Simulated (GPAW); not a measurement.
# Au (Pm-3m) in GPAW: settings compared

Aim: see how the results for Au move with the level of theory and the settings. Levels: PBEsol+D3(BJ), PBEsol+D3(BJ)+ATM, PBEsol+D4. Tasks: relaxation of cell and atoms.

Program: GPAW 26.7.0. These are calculated values, not measurements. Logs are shortened: lines on timing, memory, paths and dates and some standing lists are left out, and cuts for length are marked. The log counts tension as positive stress, the text compression.

## 1. Starting point

Symmetry: Pm-3m, No. 221, cubic system. Conventional cell: a = 2.748 Å, b = 2.748 Å, c = 2.748 Å, α = 90.00°, β = 90.00°, γ = 90.00°. Around Au (site symmetry m-3m) lie 6 Au at 2.75 Å.

The cell was built by a generator and needn't be a form met in nature.

## 2. Relaxation of cell and atoms, PBEsol+D3(BJ)

Contents of run.py:

```python
from ase.calculators.mixing import SumCalculator
from ase.filters import FrechetCellFilter
from ase.io import read, write
from ase.optimize import BFGS
from dftd3.ase import DFTD3
from gpaw import GPAW, PW, setup_paths

setup_paths.insert(0, '.')

atoms = read('POSCAR')

calc = GPAW(mode=PW(600),
            xc='PBEsol',
            kpts={'size': (10, 10, 10), 'gamma': True},
            occupations={'name': 'fermi-dirac', 'width': 0.05},
            nbands=14,
            convergence={'density': 1e-05, 'forces': 0.0001},
            maxiter=150,
            txt='gpaw.txt')
atoms.calc = SumCalculator([calc, DFTD3(method='pbesol', damping='d3bj')])
opt = BFGS(FrechetCellFilter(atoms), trajectory='relax.traj', logfile='-')
done = opt.run(fmax=0.02, steps=60)
calc.write('gs.gpw')
write('result.traj', atoms)
print('Converged:', done)
print('Cell:', atoms.cell.cellpar().round(4))
print('Volume:', round(atoms.get_volume(), 4))
print(atoms.get_scaled_positions().round(5))
```

Contents of POSCAR:

```
Au
1.0
    2.7484100000      0.0000000000      0.0000000000
    0.0000000000      2.7484100000      0.0000000000
    0.0000000000      0.0000000000      2.7484100000
Au
1
Direct
    0.5000000000      0.5000000000      0.5000000000
```

Potentials or basis: PAW data sets generated in the run's folder for this functional, pw.

The run is started by

```bash
$ gpaw-setup -f PBEsol Au
$ OMP_NUM_THREADS=1 python run.py
```

gpaw.txt:

```text
__  _  _
 | _ |_)|_||  |
 |__||  | ||/\| - 26.7.0

Input parameters:
  mode=PW(ecut=600.0),
  convergence={'density': 1e-05, 'forces': 0.0001},
  kpts=MonkhorstPack(size=(10, 10, 10), gamma=True),
  maxiter=150,
  nbands=14,
  occupations=Occupations(name='fermi-dirac', width=0.05),
  xc=XC(name='PBEsol')

Diagonalizing LCAO Hamiltonian
Converting LCAO to pw mode
   .------.
  /|      |
 * |  Au  |
 | .------.
 |/      /
 *------*

Atoms  # Å, Bohr magnetons
|   | symbol |        x |        y |        z |    initial magnetic moments |
|---|--------|----------|----------|----------|-----------------------------|
| 0 |     Au | 1.374205 | 1.374205 | 1.374205 | ( 0.0000,  0.0000,  0.0000) |

Unit cell  # Å
| periodic |        x |        y |        z |  lengths |    angles |
|----------|----------|----------|----------|----------|-----------|
|      yes | 2.748410 | 0.000000 | 0.000000 | 2.748410 | 90.000000 |
|      yes | 0.000000 | 2.748410 | 0.000000 | 2.748410 | 90.000000 |
|      yes | 0.000000 | 0.000000 | 2.748410 | 2.748410 | 90.000000 |

Number of symmetries: 48
Symmetry operations  # r_c * U_cc + t_c -> r_c
|    | kind |            matrix            |
|----|------|------------------------------|
|  0 |  E   |  1, 0, 0,  0, 1, 0,  0, 0, 1 |
|  1 |  σ   |  1, 0, 0,  0, 1, 0,  0, 0,-1 |
|  2 |  σ   |  1, 0, 0,  0, 0, 1,  0, 1, 0 |
|  3 |  C4  |  1, 0, 0,  0, 0, 1,  0,-1, 0 |
|  4 |  C4  |  1, 0, 0,  0, 0,-1,  0, 1, 0 |
|  5 |  σ   |  1, 0, 0,  0, 0,-1,  0,-1, 0 |
|  6 |  σ   |  1, 0, 0,  0,-1, 0,  0, 0, 1 |
|  7 |  C2  |  1, 0, 0,  0,-1, 0,  0, 0,-1 |
|  8 |  σ   |  0, 1, 0,  1, 0, 0,  0, 0, 1 |
[... 199 lines left out ...]
No gap
No difference between direct/indirect transitions

Stress tensor  # eV/Ang^3
|        x |        y |        z |
|----------|----------|----------|
| 0.027379 | 0.000000 | 0.000000 |
| 0.000000 | 0.027379 | 0.000000 |
| 0.000000 | 0.000000 | 0.027379 |

Forces  # eV/Ang
|       x |        y |       z |
|---------|----------|---------|
| 0.00000 | -0.00000 | 0.00000 |  # Au   0

Interpolating wave functions to new cell

       Au

Atoms  # Å, Bohr magnetons
|   | symbol |        x |        y |        z |    initial magnetic moments |
|---|--------|----------|----------|----------|-----------------------------|
| 0 |     Au | 1.352885 | 1.352885 | 1.352885 | ( 0.0000,  0.0000,  0.0000) |

Unit cell  # Å
| periodic |         x |         y |        z |  lengths |    angles |
|----------|-----------|-----------|----------|----------|-----------|
|      yes |  2.705771 | -0.000000 | 0.000000 | 2.705771 | 90.000000 |
|      yes | -0.000000 |  2.705771 | 0.000000 | 2.705771 | 90.000000 |
|      yes |  0.000000 |  0.000000 | 2.705771 | 2.705771 | 90.000000 |

Number of symmetries: 48
Symmetry operations  # r_c * U_cc + t_c -> r_c
|    | kind |            matrix            |
|----|------|------------------------------|
|  0 |  E   |  1, 0, 0,  0, 1, 0,  0, 0, 1 |
|  1 |  σ   |  1, 0, 0,  0, 1, 0,  0, 0,-1 |
|  2 |  σ   |  1, 0, 0,  0, 0, 1,  0, 1, 0 |
|  3 |  C4  |  1, 0, 0,  0, 0, 1,  0,-1, 0 |
|  4 |  C4  |  1, 0, 0,  0, 0,-1,  0, 1, 0 |
|  5 |  σ   |  1, 0, 0,  0, 0,-1,  0,-1, 0 |
|  6 |  σ   |  1, 0, 0,  0,-1, 0,  0, 0, 1 |
|  7 |  C2  |  1, 0, 0,  0,-1, 0,  0, 0,-1 |
|  8 |  σ   |  0, 1, 0,  1, 0, 0,  0, 0, 1 |
[... 201 lines left out ...]
Stress tensor  # eV/Ang^3
|         x |         y |         z |
|-----------|-----------|-----------|
| -0.005393 |  0.000000 |  0.000000 |
|  0.000000 | -0.005393 |  0.000000 |
|  0.000000 |  0.000000 | -0.005393 |

Forces  # eV/Ang
|       x |       y |       z |
|---------|---------|---------|
| 0.00000 | 0.00000 | 0.00000 |  # Au   0

Interpolating wave functions to new cell

       Au

Atoms  # Å, Bohr magnetons
|   | symbol |        x |        y |        z |    initial magnetic moments |
|---|--------|----------|----------|----------|-----------------------------|
| 0 |     Au | 1.338384 | 1.338384 | 1.338384 | ( 0.0000,  0.0000,  0.0000) |

Unit cell  # Å
| periodic |         x |         y |         z |  lengths |    angles |
|----------|-----------|-----------|-----------|----------|-----------|
|      yes |  2.676769 | -0.000000 |  0.000000 | 2.676769 | 90.000000 |
|      yes | -0.000000 |  2.676769 | -0.000000 | 2.676769 | 90.000000 |
|      yes | -0.000000 | -0.000000 |  2.676769 | 2.676769 | 90.000000 |

Number of symmetries: 48
Symmetry operations  # r_c * U_cc + t_c -> r_c
|    | kind |            matrix            |
|----|------|------------------------------|
|  0 |  E   |  1, 0, 0,  0, 1, 0,  0, 0, 1 |
|  1 |  σ   |  1, 0, 0,  0, 1, 0,  0, 0,-1 |
|  2 |  σ   |  1, 0, 0,  0, 0, 1,  0, 1, 0 |
|  3 |  C4  |  1, 0, 0,  0, 0, 1,  0,-1, 0 |
|  4 |  C4  |  1, 0, 0,  0, 0,-1,  0, 1, 0 |
|  5 |  σ   |  1, 0, 0,  0, 0,-1,  0,-1, 0 |
|  6 |  σ   |  1, 0, 0,  0,-1, 0,  0, 0, 1 |
|  7 |  C2  |  1, 0, 0,  0,-1, 0,  0, 0,-1 |
|  8 |  σ   |  0, 1, 0,  1, 0, 0,  0, 0, 1 |
[... 201 lines left out ...]
Stress tensor  # eV/Ang^3
|         x |         y |         z |
|-----------|-----------|-----------|
| -0.033723 | -0.000000 | -0.000000 |
| -0.000000 | -0.033723 | -0.000000 |
| -0.000000 | -0.000000 | -0.033723 |

Forces  # eV/Ang
|        x |       y |       z |
|----------|---------|---------|
| -0.00000 | 0.00000 | 0.00000 |  # Au   0

Interpolating wave functions to new cell

       Au

Atoms  # Å, Bohr magnetons
|   | symbol |        x |        y |        z |    initial magnetic moments |
|---|--------|----------|----------|----------|-----------------------------|
| 0 |     Au | 1.340434 | 1.340434 | 1.340434 | ( 0.0000,  0.0000,  0.0000) |

Unit cell  # Å
| periodic |         x |         y |         z |  lengths |    angles |
|----------|-----------|-----------|-----------|----------|-----------|
|      yes |  2.680869 |  0.000000 |  0.000000 | 2.680869 | 90.000000 |
|      yes | -0.000000 |  2.680869 | -0.000000 | 2.680869 | 90.000000 |
|      yes | -0.000000 | -0.000000 |  2.680869 | 2.680869 | 90.000000 |

Number of symmetries: 48
Symmetry operations  # r_c * U_cc + t_c -> r_c
|    | kind |            matrix            |
|----|------|------------------------------|
|  0 |  E   |  1, 0, 0,  0, 1, 0,  0, 0, 1 |
|  1 |  σ   |  1, 0, 0,  0, 1, 0,  0, 0,-1 |
|  2 |  σ   |  1, 0, 0,  0, 0, 1,  0, 1, 0 |
|  3 |  C4  |  1, 0, 0,  0, 0, 1,  0,-1, 0 |
|  4 |  C4  |  1, 0, 0,  0, 0,-1,  0, 1, 0 |
|  5 |  σ   |  1, 0, 0,  0, 0,-1,  0,-1, 0 |
|  6 |  σ   |  1, 0, 0,  0,-1, 0,  0, 0, 1 |
|  7 |  C2  |  1, 0, 0,  0,-1, 0,  0, 0,-1 |
|  8 |  σ   |  0, 1, 0,  1, 0, 0,  0, 0, 1 |
[... 200 lines left out ...]
Stress tensor  # eV/Ang^3
|         x |         y |         z |
|-----------|-----------|-----------|
| -0.029282 |  0.000000 |  0.000000 |
|  0.000000 | -0.029282 | -0.000000 |
|  0.000000 | -0.000000 | -0.029282 |

Forces  # eV/Ang
|       x |       y |       z |
|---------|---------|---------|
| 0.00000 | 0.00000 | 0.00000 |  # Au   0

# Writing to gs.gpw (mode='')
```

It took 30 s on 1 thread of Arm Neoverse V1, shared host; peak memory 0.21 GiB.

Results:

```yaml
Free_energy: -4.0845 eV
Relaxed_volume: 19.27 Å³/atom
Relaxed_cell: a = 2.681 Å, b = 2.681 Å, c = 2.681 Å, α = 90.00°, β = 90.00°, γ = 90.00°
Space_group_after_relaxing_to_0.05_Å: Pm-3m (No. 221)
Energy_gained_by_relaxing: 42.3 meV/atom
Ionic_steps: 4
Pressure_after_relaxing: 0.0 GPa
Band_gap_on_the_k_mesh: none (metal or under the smearing width)
Dispersion_energy_per_atom: -0.554 eV
```

The path:
| step | energy change (eV) | largest force (eV/Å) | pressure (GPa) | volume (Å³) |
| --- | --- | --- | --- | --- |
| 1 | 0.0000 | 0.0000 | -8.45 | 20.76 |
| 2 | -0.0359 | 0.0000 | -3.61 | 19.81 |
| 3 | -0.0421 | 0.0000 | 0.62 | 19.18 |
| 4 | -0.0423 | 0.0000 | -0.05 | 19.27 |

Final structure:
```yaml
crystal:
  lattice:
    - [2.68087, 0.00000, 0.00000]
    - [0.00000, 2.68087, 0.00000]
    - [0.00000, 0.00000, 2.68087]
  atoms:
    - { symbol: Au, position: [0.50000, 0.50000, 0.50000] }
```

Levels at points of the mesh, in eV from the Fermi level:
| k point | band 3 | band 4 | band 5 | band 6 | band 7 | band 8 |
| --- | --- | --- | --- | --- | --- | --- |
| (0.00, 0.00, 0.00) | -6.10 | -1.40 | -1.40 | -1.40 | 14.66 | 14.66 |
| (0.50, 0.00, 0.00) | -3.03 | -3.03 | -1.24 | -0.82 | 2.44 | 17.56 |
| (0.50, 0.50, 0.00) | -2.74 | -2.74 | -0.10 | 3.83 | 3.83 | 7.18 |
| (0.50, 0.50, 0.50) | -5.33 | 0.01 | 0.01 | 8.89 | 8.89 | 8.89 |

Caveat: with this Au data set, volumes or pressures lay over 1.5 % or 2 GPa off other programs in two to four cells of ten; later steps reuse the first step's grids; pairwise dispersion overbinds metals, which lowers pressure and volume. Spin-orbit coupling is left out, which matters for the levels of Au.

## 3. Relaxation of cell and atoms, PBEsol+D3(BJ)+ATM

Edit run.py of step 2 so:

```diff
@@ -19,3 +19,3 @@
             txt='gpaw.txt')
-atoms.calc = SumCalculator([calc, DFTD3(method='pbesol', damping='d3bj')])
+atoms.calc = SumCalculator([calc, DFTD3(damping='d3bj', params_tweaks=dict(method='pbesol', atm=True))])
 opt = BFGS(FrechetCellFilter(atoms), trajectory='relax.traj', logfile='-')
```

POSCAR is that of step 2.

Potentials or basis: PAW data sets generated in the run's folder for this functional, pw.

The run is started by

```bash
$ gpaw-setup -f PBEsol Au
$ OMP_NUM_THREADS=1 python run.py
```

gpaw.txt:

```text
__  _  _
 | _ |_)|_||  |
 |__||  | ||/\| - 26.7.0

Input parameters:
  mode=PW(ecut=600.0),
  convergence={'density': 1e-05, 'forces': 0.0001},
  kpts=MonkhorstPack(size=(10, 10, 10), gamma=True),
  maxiter=150,
  nbands=14,
  occupations=Occupations(name='fermi-dirac', width=0.05),
  xc=XC(name='PBEsol')

Diagonalizing LCAO Hamiltonian
Converting LCAO to pw mode
   .------.
  /|      |
 * |  Au  |
 | .------.
 |/      /
 *------*

Atoms  # Å, Bohr magnetons
|   | symbol |        x |        y |        z |    initial magnetic moments |
|---|--------|----------|----------|----------|-----------------------------|
| 0 |     Au | 1.374205 | 1.374205 | 1.374205 | ( 0.0000,  0.0000,  0.0000) |

Unit cell  # Å
| periodic |        x |        y |        z |  lengths |    angles |
|----------|----------|----------|----------|----------|-----------|
|      yes | 2.748410 | 0.000000 | 0.000000 | 2.748410 | 90.000000 |
|      yes | 0.000000 | 2.748410 | 0.000000 | 2.748410 | 90.000000 |
|      yes | 0.000000 | 0.000000 | 2.748410 | 2.748410 | 90.000000 |

Number of symmetries: 48
Symmetry operations  # r_c * U_cc + t_c -> r_c
[... 482 lines left out ...]

Number of symmetries: 48
Symmetry operations  # r_c * U_cc + t_c -> r_c
|    | kind |            matrix            |
|----|------|------------------------------|
|  0 |  E   |  1, 0, 0,  0, 1, 0,  0, 0, 1 |
|  1 |  σ   |  1, 0, 0,  0, 1, 0,  0, 0,-1 |
|  2 |  σ   |  1, 0, 0,  0, 0, 1,  0, 1, 0 |
|  3 |  C4  |  1, 0, 0,  0, 0, 1,  0,-1, 0 |
|  4 |  C4  |  1, 0, 0,  0, 0,-1,  0, 1, 0 |
|  5 |  σ   |  1, 0, 0,  0, 0,-1,  0,-1, 0 |
|  6 |  σ   |  1, 0, 0,  0,-1, 0,  0, 0, 1 |
|  7 |  C2  |  1, 0, 0,  0,-1, 0,  0, 0,-1 |
|  8 |  σ   |  0, 1, 0,  1, 0, 0,  0, 0, 1 |
[... 201 lines left out ...]
Stress tensor  # eV/Ang^3
|         x |         y |         z |
|-----------|-----------|-----------|
| -0.025502 |  0.000000 |  0.000000 |
|  0.000000 | -0.025502 |  0.000000 |
|  0.000000 |  0.000000 | -0.025502 |

Forces  # eV/Ang
|        x |       y |       z |
|----------|---------|---------|
| -0.00000 | 0.00000 | 0.00000 |  # Au   0

Interpolating wave functions to new cell

       Au

Atoms  # Å, Bohr magnetons
|   | symbol |        x |        y |        z |    initial magnetic moments |
|---|--------|----------|----------|----------|-----------------------------|
| 0 |     Au | 1.343716 | 1.343716 | 1.343716 | ( 0.0000,  0.0000,  0.0000) |

Unit cell  # Å
| periodic |         x |        y |         z |  lengths |    angles |
|----------|-----------|----------|-----------|----------|-----------|
|      yes |  2.687432 | 0.000000 | -0.000000 | 2.687432 | 90.000000 |
|      yes |  0.000000 | 2.687432 | -0.000000 | 2.687432 | 90.000000 |
|      yes | -0.000000 | 0.000000 |  2.687432 | 2.687432 | 90.000000 |

Number of symmetries: 48
Symmetry operations  # r_c * U_cc + t_c -> r_c
|    | kind |            matrix            |
|----|------|------------------------------|
|  0 |  E   |  1, 0, 0,  0, 1, 0,  0, 0, 1 |
|  1 |  σ   |  1, 0, 0,  0, 1, 0,  0, 0,-1 |
|  2 |  σ   |  1, 0, 0,  0, 0, 1,  0, 1, 0 |
|  3 |  C4  |  1, 0, 0,  0, 0, 1,  0,-1, 0 |
|  4 |  C4  |  1, 0, 0,  0, 0,-1,  0, 1, 0 |
|  5 |  σ   |  1, 0, 0,  0, 0,-1,  0,-1, 0 |
|  6 |  σ   |  1, 0, 0,  0,-1, 0,  0, 0, 1 |
|  7 |  C2  |  1, 0, 0,  0,-1, 0,  0, 0,-1 |
|  8 |  σ   |  0, 1, 0,  1, 0, 0,  0, 0, 1 |
[... 200 lines left out ...]
Stress tensor  # eV/Ang^3
|         x |         y |         z |
|-----------|-----------|-----------|
| -0.022487 |  0.000000 |  0.000000 |
|  0.000000 | -0.022487 | -0.000000 |
|  0.000000 | -0.000000 | -0.022487 |

Forces  # eV/Ang
|       x |       y |        z |
|---------|---------|----------|
| 0.00000 | 0.00000 | -0.00000 |  # Au   0

# Writing to gs.gpw (mode='')
```

It took 31 s on 1 thread of Arm Neoverse V1, shared host; peak memory 0.21 GiB.

What came out:

| Quantity | Value |
| --- | --- |
| Free energy | -4.0175 eV |
| Relaxed volume | 19.41 Å³/atom |
| Relaxed cell | a = 2.687 Å, b = 2.687 Å, c = 2.687 Å, α = 90.00°, β = 90.00°, γ = 90.00° |
| Space group after relaxing (to 0.05 Å) | Pm-3m (No. 221) |
| Energy gained by relaxing | 33.8 meV/atom |
| Ionic steps | 4 |
| Pressure after relaxing | 0.0 GPa |
| Band gap on the k mesh | none (metal or under the smearing width) |
| Dispersion energy per atom | -0.483 eV |

Step by step:
| step | energy change (eV) | largest force (eV/Å) | pressure (GPa) | volume (Å³) |
| --- | --- | --- | --- | --- |
| 1 | 0.0000 | 0.0000 | -7.58 | 20.76 |
| 2 | -0.0288 | 0.0000 | -3.19 | 19.90 |
| 3 | -0.0337 | 0.0000 | 0.43 | 19.35 |
| 4 | -0.0338 | 0.0000 | -0.03 | 19.41 |

Final structure:
```cif
data_structure
_symmetry_space_group_name_H-M 'P 1'
_symmetry_Int_Tables_number 1
_cell_length_a 2.6874
_cell_length_b 2.6874
_cell_length_c 2.6874
_cell_angle_alpha 90.000
_cell_angle_beta 90.000
_cell_angle_gamma 90.000
_cell_volume 19.41
loop_
_atom_site_label
_atom_site_type_symbol
_atom_site_fract_x
_atom_site_fract_y
_atom_site_fract_z
_atom_site_occupancy
Au1 Au 0.50000 0.50000 0.50000 1
```

Caveat: with this Au data set, volumes or pressures lay over 1.5 % or 2 GPa off other programs in two to four cells of ten; later steps reuse the first step's grids; pairwise dispersion overbinds metals, which lowers pressure and volume.

## 4. Relaxation of cell and atoms, PBEsol+D4

Edit run.py of step 3 so:

```diff
@@ -4,3 +4,3 @@
 from ase.optimize import BFGS
-from dftd3.ase import DFTD3
+from dftd4.ase import DFTD4
 from gpaw import GPAW, PW, setup_paths
@@ -19,3 +19,3 @@
             txt='gpaw.txt')
-atoms.calc = SumCalculator([calc, DFTD3(damping='d3bj', params_tweaks=dict(method='pbesol', atm=True))])
+atoms.calc = SumCalculator([calc, DFTD4(method='pbesol')])
 opt = BFGS(FrechetCellFilter(atoms), trajectory='relax.traj', logfile='-')
```

POSCAR is that of step 3.

The run is started by

```bash
$ gpaw-setup -f PBEsol Au
$ OMP_NUM_THREADS=1 python run.py
```

Run time: 32 s. Hardware: 1 thread of Arm Neoverse V1, shared host; peak memory 0.21 GiB.

Results (log left out):

```yaml
Free_energy: -3.8843 eV
Relaxed_volume: 19.54 Å³/atom
Relaxed_cell: a = 2.693 Å, b = 2.693 Å, c = 2.693 Å, α = 90.00°, β = 90.00°, γ = 90.00°
Space_group_after_relaxing_to_0.05_Å: Pm-3m (No. 221)
Energy_gained_by_relaxing: 27.0 meV/atom
Ionic_steps: 4
Pressure_after_relaxing: 0.0 GPa
Band_gap_on_the_k_mesh: none (metal or under the smearing width)
Dispersion_energy_per_atom: -0.347 eV
```

Step by step:
```
step  energy change (eV)  largest force (eV/Å)  pressure (GPa)  volume (Å³)
   1              0.0000                0.0000           -6.79        20.76
   2             -0.0230                0.0000           -2.84        19.99
   3             -0.0270                0.0000            0.30        19.49
   4             -0.0270                0.0000           -0.02        19.54
```

Final structure:
```yaml
crystal:
  lattice:
    - [2.69330, 0.00000, 0.00000]
    - [0.00000, 2.69330, 0.00000]
    - [0.00000, 0.00000, 2.69330]
  atoms:
    - { symbol: Au, position: [0.50000, 0.50000, 0.50000] }
```

Levels at points of the mesh, in eV from the Fermi level:
```
           k point  band 1  band 2  band 3  band 4  band 5  band 6  band 7  band 8  band 9  band 10
(0.00, 0.00, 0.00)   -8.27   -5.99   -5.99   -1.39   -1.39   -1.39   14.57   14.57   14.57    19.31
(0.50, 0.00, 0.00)   -6.05   -5.55   -2.98   -2.98   -1.23   -0.75    2.38   17.52   19.82    20.27
(0.50, 0.50, 0.00)   -5.98   -5.16   -2.70   -2.70   -0.12    3.84    3.84    7.04   11.74    22.54
(0.50, 0.50, 0.50)   -5.23   -5.23   -5.23   -0.01   -0.01    8.82    8.82    8.82   10.38    13.31
```

Caveat: with this Au data set, volumes or pressures lay over 1.5 % or 2 GPa off other programs in two to four cells of ten; later steps reuse the first step's grids; pairwise dispersion overbinds metals, which lowers pressure and volume. The run has no spin-orbit coupling, so splittings on Au are missing.

## 5. The runs side by side

| level | gap on the mesh (eV) | pressure (GPa) | relaxed volume (Å³/atom) |
| --- | --- | --- | --- |
| PBEsol+D3(BJ) | none | 0.0 | 19.27 |
| PBEsol+D3(BJ)+ATM | none | 0.0 | 19.41 |
| PBEsol+D4 | none | 0.0 | 19.54 |

Alike in all rows: task relaxation of cell and atoms; potentials or basis PAW data sets generated in the run's folder for this functional, pw; no spin polarisation; cell relaxed; k mesh 10 × 10 × 10; cutoff (eV) 600; smearing fermi-dirac 0.05 eV.

Caveats: with this Au data set, volumes or pressures lay over 1.5 % or 2 GPa off other programs in two to four cells of ten; later steps reuse the first step's grids; pairwise dispersion overbinds metals, which lowers pressure and volume.

Absolute energies hang on the potentials; compare differences alone.
